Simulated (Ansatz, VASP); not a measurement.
## Two plane-wave programs on CuAu

```
Au Cu
1.0
     1.42355    0.82189    4.19865
    -1.42355    0.82189    4.19865
     0.00000   -1.64378    4.19865
Au Cu
1 1
Direct
  0.00000 0.00000 0.00000
  0.50000 0.50000 0.50000
```

The cell comes from a database or a generator and needn't be the stable form of this composition.

Alike in both runs: task single point; functional LDA; k mesh 11 × 11 × 11; occupations fermi-dirac, width 0.05 eV; no spin polarisation.

```csv
,VASP,Ansatz
version,VASP 6.6.1,Ansatz 0.2.0
potentials or method,"VASP PAW LDA potentials, release 64 (Au, Cu)",Ansatz PAW
plane-wave cutoff (eV),520,420
valence electrons in the cell,22,38
```

|  | VASP | Ansatz | Ansatz less VASP |
| --- | --- | --- | --- |
| gap on the k mesh at the Fermi level (eV) | none | none | - |
| pressure (GPa) | -7.1 | -7.6 | -0.52 |
| largest component of the traceless stress (GPa) | 1.00 | 0.82 | -0.187 |

A gap of «none» marks a metal or a gap that the smearing closes. The two sets of potentials don't hold the same shells in valence.

Caveats: the PAW data sets come from PBE, with cores solved anew for the run's functional, which leaves a small shift of forces and pressure (Ansatz). Spin-orbit coupling is left out, which matters for the levels of Au.
